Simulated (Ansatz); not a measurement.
Relaxed bulk GePt:

```
Ge Pt
1.0
     5.74060    0.00000    0.00000
     0.00000    3.70034    0.00000
     0.00000    0.00000    6.09244
Ge Pt
4 4
Direct
  0.81516 0.75000 0.58802
  0.18484 0.25000 0.41198
  0.68484 0.25000 0.08802
  0.31516 0.75000 0.91198
  0.99924 0.75000 0.19116
  0.00076 0.25000 0.80884
  0.50076 0.25000 0.69116
  0.49924 0.75000 0.30884
```

Miller indices refer to the conventional cell of Pnma (No. 62), a = 5.741 Å, b = 3.700 Å, c = 6.092 Å, α = 90.00°, β = 90.00°, γ = 90.00°.

The (001) slab of 16 planes, 11.1 Å thick with 15 Å of vacuum as cut; outer planes Ge (top) and Ge (bottom).

The calculation used Ansatz, DFT PBEsol, scalar-relativistic, plane waves, PAW. Settings: cutoff 420 eV, Γ-centred mesh 9×6×1 on the computed 16-atom cell, Gaussian smearing of 0.10 eV; no spin polarisation. The cell repeats along c with a dipole correction in the vacuum.

With the atoms at the bulk's places:

For the slab as cut, the surface energy (mean of both faces) is 1.54 J/m² and the work function is 4.65 eV.

Q: What changes when all atoms relax within this surface cell and its symmetry?

A: The energy falls by 0.171 J/m² a face, and the largest move is 0.23 Å.

- Surface energy (mean of both faces): 1.37 J/m²
- Work function: 4.66 eV

```csv
plane (bottom to top),atoms,"spacing to next, bulk (Å)",relaxed (Å),change (%)
1,Ge,0.628,0.913,+45.2
2,Pt,0.717,0.416,-41.9
3,Pt,0.628,0.575,-8.5
4,Ge,1.073,1.251,+16.6
5,Ge,0.628,0.596,-5.2
6,Pt,0.717,0.693,-3.4
7,Pt,0.628,0.628,0.0
8,Ge,1.073,1.097,+2.2
9,Ge,0.628,0.628,0.0
10,Pt,0.717,0.693,-3.4
11,Pt,0.628,0.596,-5.2
12,Ge,1.073,1.251,+16.6
13,Ge,0.628,0.575,-8.5
14,Pt,0.717,0.416,-41.9
15,Pt,0.628,0.913,+45.2
16,Ge,,,
```

Spin-orbit coupling is left out, which matters for the bands of heavy elements.